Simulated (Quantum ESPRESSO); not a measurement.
HfN: phonon spectrum and thermodynamics under several settings

```
Hf N
1.0
     0.00000    2.25600    2.25600
     2.25600    0.00000    2.25600
     2.25600    2.25600    0.00000
Hf N
1 1
Direct
  0.00000 0.00000 0.00000
  0.50000 0.50000 0.50000
```

All runs used Quantum ESPRESSO 7.5; k mesh 8 × 8 × 8; relaxed cell; no spin polarisation; cutoff 612 eV; occupations cold, width 0.2 eV; q mesh 2 × 2 × 2.

```tsv
level	potentials	volume (Å³/atom)	pressure (GPa)	highest frequency (cm⁻¹)	zero-point energy (meV/atom)	entropy at room temperature (k_B/atom)
LDA	GBRV 1.5 LDA	11.14	-0.1	541	60.0	2.82
PBE	GBRV 1.5 PBE	11.72	0.0	506	55.7	3.02
PBEsol	GBRV 1.5 PBEsol	?	0.0	?	?	?
```

**Question.** What stands in the row left open?

**Answer.** Volume 11.38 Å³/atom; highest frequency 528 cm⁻¹; zero-point energy 58.4 meV/atom; entropy at room temperature 2.89 k_B/atom.

Caveats: the mesh is thin for the phonons of a metal.

For the row left open. Caveat: the mesh is thin for the phonons of a metal; the q mesh is small, so phonon branches between its points and thermal values are rough.
